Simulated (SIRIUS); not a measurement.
**GaN under changes of volume**

One of the cells (11.673 Å³/atom); the others are scaled copies at fixed shape and fractional positions:

```
Ga N
1.0
     0.00000    2.26842    2.26842
     2.26842    0.00000    2.26842
     2.26842    2.26842    0.00000
Ga N
1 1
Direct
  0.00000 0.00000 0.00000
  0.25000 0.25000 0.25000
```

The cell is a database's computed one.

| Item | Value |
| --- | --- |
| Program | SIRIUS 7.12.0 |
| Functional | PBEsol |
| Potentials or basis | PseudoDojo 0.4.1 PBEsol standard (scalar relativistic) |
| Cutoff | 1152 eV |
| Density cutoff | 4606 eV |
| k mesh | 10 × 10 × 10 |
| Occupations | fermi-dirac, width 0.05 eV |
| Spin | no spin polarisation |

```tsv
volume (Å³/atom)	energy over the lowest point (meV/atom)	pressure (GPa)	gap on the mesh (eV)
10.757	?	?	?
10.986	7.28	7.3	1.97
11.215	0.00	3.0	1.84
11.673	2.42	-4.4	1.58
11.902	10.97	-7.5	1.45
12.131	23.76	-10.3	1.33
```

Q: What does the run at 10.757 Å³/atom give?

A: Energy over the lowest point 21.09 meV/atom; pressure 12.1 GPa; gap on the mesh 2.11 eV.

Worked out: A Birch-Murnaghan fit of order 3 (a polynomial in V^(-2/3)) to the other rows has its minimum at 11.39 Å³/atom with B0 = V·E''(V) = 188 GPa and B' = 4.4. It gives 21.09 meV/atom at 10.757 Å³/atom, against the run's 21.09, and -dE/dV = 12.1 GPa, against 12.1. A straight line through the other rows of the gap, of slope -6.48 eV per unit of ln V, extrapolates to 2.11 eV, against the run's 2.11.

Energies are extrapolated to zero smearing.

A mesh can miss the band edges. Spin-orbit coupling on Ga is left out.
